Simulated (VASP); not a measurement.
# Highest Ag phonon, gap and ε∞ of β Ga2O3 from −9.45 to 7.85 GPa at LDA, applied to a Raman pressure gauge

Two Ag phonon frequencies, the Kohn-Sham gap and the clamped-ion ε∞ of β Ga2O3 are calculated at LDA for six volumes, each measured against the relaxed cell at zero pressure.

The problem is to set the full scale of an optical pressure gauge. A β Ga2O3 crystal under hydrostatic compression is lit by a 630 nm laser, and the pressure is read from the shift of its highest Ag line. The electronics know only one straight line, whose slope is set near zero pressure. At full scale three conditions apply: the reading may be wrong by at most 0.5 GPa, the Raman line must have moved by at least 0.5 nm, and the laser photon must lie below the gap. The row with the highest pressure that meets all three is wanted.

## How the numbers were made

One crystal, β Ga2O3, at LDA: relaxed at zero pressure to V0 = 10.298 Å³ per atom, then scaled in volume with shape and atoms relaxed at each volume inside the space group. Program: VASP 6.6.1, plane waves and PAW (data sets made for LDA of release 64), scalar-relativistic without spin-orbit coupling, no spin polarisation. Cutoff 560 eV; on the k meshes the divisions times the cell-vector length are 22 Å or more. Occupations: Gaussian smearing of 0.03 eV. Harmonic zone-centre modes at natural masses by finite atomic displacements on k meshes of 8×8×4, no LO-TO term. ε∞ from the response to a static field with clamped ions and local fields on 8×8×4, k derivatives by finite differences. Runs of the same series left out of the table: V/V0 = 0.92 (not converged); V/V0 = 0.9 (not converged).

Notes on method and selection:

- Semilocal functionals put Kohn-Sham gaps below measured gaps.
- LDA cells are as a rule a few per cent too small in volume, so zero pressure here is not the measured volume.
- Negative pressure stands for expanded cells, as under thermal expansion or tension; some phases are not stable over the whole range.
- The mode Grüneisen parameter is γ = (B0/ω0)·dω/dP at zero pressure.
- Pressure against volume is the equation of state; its slope gives the bulk modulus B0 = −dP/d ln V.
- A measured value is attached only where its sources agree among themselves; tables made before the last selection also left out values far from the computed one, as likely another phase or mode.
- Of the zone-centre modes, the highest Raman-active one and one low or second mode are shown.
- Runs that did not converge, have known faults or may not be shown are not listed, and runs on Ansatz's PAW sets soft_1 and soft_2 are kept to separate tables.

Columns:

- pressure (GPa): pressure from the stress tensor, compression positive.
- volume (Å³): volume per atom.
- Ag mode (cm⁻¹): zone-centre mode of symmetry Ag (no. 10 from below), without the macroscopic field; negative means imaginary.
- Ag mode (cm⁻¹): zone-centre mode of symmetry Ag (no. 1 from below), without the macroscopic field; negative means imaginary.
- ε∞: electronic (clamped-ion) dielectric constant ε∞, a third of the trace.
- gap (eV): Kohn-Sham gap on the k mesh of the relaxation, zero where the bands overlap.

Input lines of one member:

```
PREC = Accurate
ENCUT = 560
EDIFF = 1E-07
NELM = 100
ISMEAR = 0
SIGMA = 0.03
LREAL = .FALSE.
ALGO = Normal
GGA = CA
NBANDS = 54
LORBIT = 11
IBRION = 2
NSW = 50
ISIF = 4
EDIFFG = -0.003
```

Command (options for logging and memory left out): `vasp_std`

## The series

| member | pressure (GPa) | volume (Å³) | Ag mode (cm⁻¹) | Ag mode (cm⁻¹) | ε∞ | gap (eV) |
| --- | --- | --- | --- | --- | --- | --- |
| V/V0 = 1.06 | −9.45 | 10.916 | 704.6 | 106.3 | 4.17 | 1.983 |
| V/V0 = 1.04 | −6.61 | 10.710 | 722.0 | 107.0 | 4.11 | 2.130 |
| V/V0 = 1.02 | −3.47 | 10.504 | 739.3 | 107.7 | 4.07 | 2.282 |
| V/V0 = 1 | −0.01 | 10.298 | 756.9 | 108.4 | 4.03 | 2.437 |
| V/V0 = 0.98 | 3.76 | 10.092 | 774.1 | 109.0 | 3.99 | 2.596 |
| V/V0 = 0.96 | 7.85 | 9.886 | 790.9 | 109.4 | 3.96 | 2.761 |

Least-squares fits to the whole series, with x = pressure (GPa); R² and errors in the fitted variable (y, or ln y where the fit is in ln y):

| y | members | fit | R² | rms residual | leave-one-out rms | the same for the mean of the others |
| --- | --- | --- | --- | --- | --- | --- |
| Ag mode (cm⁻¹) | 6 | y = 756.98 + 4.8612 x − 0.070432 x² | 1.00 | 0.14 | 0.44 | 35 |
| Ag mode (cm⁻¹) | 6 | y = 108.392 + 0.172819 x − 0.00535361 x² | 1.00 | 0.022 | 0.072 | 1.3 |

## Reading the trend

From −9.45 to 7.85 GPa both Ag modes and the gap rise at every step, while ε∞ falls.

The high Ag mode rises by 4.86 cm⁻¹ per GPa at zero pressure, the low one by 0.17. Between V/V0 = 1.02 and 0.98 the pressure rises by 3.76 + 3.47 = 7.23 GPa. With B0 = 7.23 / ln(10.504 / 10.092) = 181 GPa, the mode Grüneisen parameters are 181 × 4.8612 / 756.98 = 1.16 and 181 × 0.172819 / 108.392 = 0.29. The likely reason is that the high mode stretches short Ga–O bonds, which stiffen as they shorten, whereas the low mode mainly turns and shifts whole polyhedra.

The slope of the high mode drops from (722.0 − 704.6) / (9.45 − 6.61) = 6.13 cm⁻¹ per GPa between the two most expanded cells to 16.8 / 4.09 = 4.11 between the two most compressed. Most of this bend comes from the equation of state: equal volume steps of 0.206 Å³ cost 2.84 GPa at one end and 4.09 GPa at the other, but move the mode by nearly the same amount. A straight line in volume through the two end rows misses the other four by at most 0.5 cm⁻¹; a straight line in pressure through the same two rows misses by up to about 5 cm⁻¹.

The gap rises by (2.596 − 2.282) / 7.23 = 0.043 eV per GPa around zero pressure. Its conduction-band minimum at Γ is an antibonding state of Ga s and O character, which shorter bonds push up faster than the O 2p valence-band top.

ε∞ changes by (3.99 − 4.07) / 7.23 = −0.011 per GPa. In the simple model ε∞ − 1 ≈ (ħωp/E)², compression raises ωp² through the electron density, so the mean excitation energy E must rise fast enough to outweigh it.

## Departures from the trend

Largest departures from the fit to the whole series:

| member | Ag mode (cm⁻¹) | fit | computed − fit | in rms residuals |
| --- | --- | --- | --- | --- |
| V/V0 = 1.04 | 722.0 | 721.8 | +0.2 | 1.7 |
| V/V0 = 0.98 | 774.1 | 774.3 | −0.2 | 1.2 |
| V/V0 = 1.06 | 704.6 | 704.8 | −0.2 | 1.1 |
| V/V0 = 0.96 | 790.9 | 790.8 | +0.1 | 0.7 |

No row stands apart from the quadratic fits. The largest departure for the high mode is 0.2 cm⁻¹, at V/V0 = 1.04, which is too small to deserve a physical cause. The first step of ε∞, 0.06 against 0.04 for the next, is likewise within what rounding to two decimals can produce.

The rows deserve unequal trust for other reasons. The expanded cells describe a crystal under tension, and only two of its zone-centre modes are shown, so their stability is not established by the table. On the compressed side the runs at V/V0 = 0.92 and 0.9 did not converge and are left out. The curvature under compression therefore rests on two rows, and nothing is claimed above 7.85 GPa.

## Selection

**Gap.** The photon energy is E = 1240 eV nm / λ = 1240 / 630 = 1.97 eV. Every row has a larger gap, the smallest being 1.983 eV. Semilocal gaps lie below measured ones, so the error of the level is on the safe side here.

**Line shift.** The Stokes Raman line appears at λs = 10⁷ / (10⁷/λ − ω), with λ in nm and ω in cm⁻¹. In nm this gives 10000000 / (10000000 / 630 − 756.9) = 661.55 at zero pressure, 10000000 / (10000000 / 630 − 774.1) = 662.30 at V/V0 = 0.98 and 10000000 / (10000000 / 630 − 790.9) = 663.04 at V/V0 = 0.96. The shifts are 662.30 − 661.55 = 0.75 nm and 663.04 − 661.55 = 1.49 nm, and both compressed rows pass.

**Straight line.** The gauge reads P = Δω / 4.86, with Δω counted from 756.9 cm⁻¹.

- V/V0 = 0.98: 17.2 / 4.86 = 3.54 GPa, against a true rise of 3.77 GPa. It reads 3.77 − 3.54 = 0.23 GPa low and passes.
- V/V0 = 0.96: 34.0 / 4.86 = 7.00 GPa, against 7.86 GPa. It reads 0.86 GPa low and fails.

**Error of the level.** The database cell from which the relaxation started is larger than V0, but by less than one volume step. An expanded row does not stand for the real crystal, however: it is the LDA crystal under tension, with a softened mode, and equal volume does not bring equal frequency or stiffness. The table does not give the LDA errors in these two, but simple cases show what they would do to the choice. A common factor on all frequencies cancels in the reading, and the line shift, 0.75 nm where 0.5 nm is needed, has room for a moderate one. A common factor on all pressures multiplies the reading errors: V/V0 = 0.98 passes up to a factor of 0.5 / 0.23 = 2.17, and V/V0 = 0.96 fails down to 0.5 / 0.86 = 0.58. Between these limits the same row is chosen, but its full scale in GPa changes by that factor. An error in the curvature itself is not covered.

**Pick.** V/V0 = 0.98 is chosen, with a full scale of 3.76 GPa on the LDA pressure scale; a real gauge needs its slope and full scale set by measurement. The runner-up is V/V0 = 0.96 at 7.85 GPa. It would win if the tolerance were relaxed to 0.9 GPa, or if the electronics could store a quadratic term, since the quadratic fit meets that row within 0.1 cm⁻¹. A change to the denser corundum-type phase, which compression favours, would end the usable range of either choice.

## Summary

For the high Ag mode, a line with the zero-pressure slope errs by 6% of the pressure at 3.76 GPa and by 11% at 7.85 GPa. Lines through the row V/V0 = 1 with the central slopes given above miss the gap by about 0.02 eV and ε∞ by about 0.02 at 7.85 GPa, and by about 0.04 eV and 0.04 at −9.45 GPa. Over the whole range, volume is the better variable for a linear estimate of the high mode.

Two omitted effects, sized here from general experience and not from the table, exceed its spread. Corrections beyond LDA would raise the gap by roughly 2 eV, against a spread of 0.778 eV. Lattice polarisation would raise the static dielectric constant above ε∞ by roughly 6, against a spread of 0.21. The missing LO-TO term does not touch the Ag modes, which carry no dipole in this centrosymmetric crystal.

[On method and selection: Two zone-centre modes at most are shown, picked by rule: the highest of even parity (or the highest of all, or E2 and E1 in wurtzite-type cells) and a low one; B1g of an hcp metal is silent in Raman and infrared spectra. Where a scaled cell already met the thresholds, its relaxation stopped at the first step and kept the shape and positions of V0.]

[Logs are printed without paths, hosts, clocks, repeated set-up lines and the standing remarks that a program may print on its own settings, such as how far it seeks lower states.]
